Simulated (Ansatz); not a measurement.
Theory: DFT PBE+D3(BJ), scalar-relativistic, plane waves, PAW in Ansatz.

Structure of Se:

```
CELL_PARAMETERS angstrom
4.06639 0.00000 0.00000
-2.03319 3.52160 0.00000
0.00000 0.00000 5.12810
ATOMIC_POSITIONS crystal
Se 0.24744 0.00000 0.16667
Se 0.00000 0.24744 0.83333
Se 0.75256 0.75256 0.50000
```

Cutoff 420 eV; k points 12×12×8 on the computed 3-atom cell (Γ-centred); Gaussian smearing, width 0.02 eV; no spin polarisation.

Levels along Γ–M–K–Γ–A–L–H–A | L–M | H–K, in eV from a zero inside the gap, sorted by energy at each point. Points in fractions of the primitive reciprocal vectors: Γ (0.000 0.000 0.000), M (0.500 0.000 0.000), K (0.333 0.333 0.000), A (0.000 0.000 0.500), L (0.500 0.000 0.500), H (0.333 0.333 0.500).
| point | k (1/Å, with 2π) | band 21 | band 22 | band 23 | band 24 | band 25 | band 26 | band 27 |
| --- | --- | --- | --- | --- | --- | --- | --- | --- |
| Γ | 0.000 | -3.71 | -2.13 | -2.13 | -0.80 | 1.21 | 1.21 | 1.79 |
| - | 0.446 | -4.01 | -2.05 | -1.61 | -1.12 | 1.18 | 1.36 | 2.27 |
| M | 0.892 | -4.04 | -3.79 | -1.73 | -1.24 | 1.21 | 1.46 | 3.99 |
| - | 1.150 | -3.85 | -3.68 | -2.38 | -2.06 | 1.94 | 2.42 | 3.76 |
| K | 1.407 | -3.47 | -3.47 | -3.27 | -2.67 | 2.98 | 2.98 | 3.47 |
| - | 1.922 | -3.73 | -2.29 | -1.79 | -1.60 | 1.68 | 1.74 | 2.29 |
| Γ | 2.437 | -3.71 | -2.13 | -2.13 | -0.80 | 1.21 | 1.21 | 1.79 |
| - | 2.744 | -3.28 | -2.08 | -1.85 | -1.03 | 0.85 | 0.90 | 1.25 |
| A | 3.050 | -3.36 | -1.64 | -1.61 | -1.61 | 0.68 | 0.69 | 0.69 |
| - | 3.496 | -3.97 | -2.29 | -2.04 | -1.48 | 1.29 | 1.87 | 2.36 |
| L | 3.942 | -4.49 | -2.66 | -2.18 | -0.34 | 1.07 | 2.25 | 2.69 |
| - | 4.199 | -5.19 | -1.72 | -1.59 | -0.26 | 0.87 | 2.06 | 2.37 |
| H | 4.457 | -5.71 | -1.41 | -0.28 | -0.28 | 0.26 | 1.97 | 1.97 |
| - | 4.972 | -4.43 | -2.07 | -1.81 | -1.23 | 0.98 | 2.16 | 2.48 |
| A | 5.487 | -3.36 | -1.64 | -1.61 | -1.61 | 0.68 | 0.69 | 0.69 |
| L | 5.487 | -4.49 | -2.66 | -2.18 | -0.34 | 1.07 | 2.25 | 2.69 |
| - | 5.793 | -4.19 | -2.43 | -2.16 | -1.50 | 1.35 | 2.18 | 3.05 |
| M | 6.100 | -4.04 | -3.79 | -1.73 | -1.24 | 1.21 | 1.46 | 3.99 |
| H | 6.100 | -5.71 | -1.41 | -0.28 | -0.28 | 0.26 | 1.97 | 1.97 |
| - | 6.406 | -4.64 | -3.03 | -1.78 | -1.11 | 1.88 | 2.72 | 2.77 |
| K | 6.712 | -3.47 | -3.47 | -3.27 | -2.67 | 2.98 | 2.98 | 3.47 |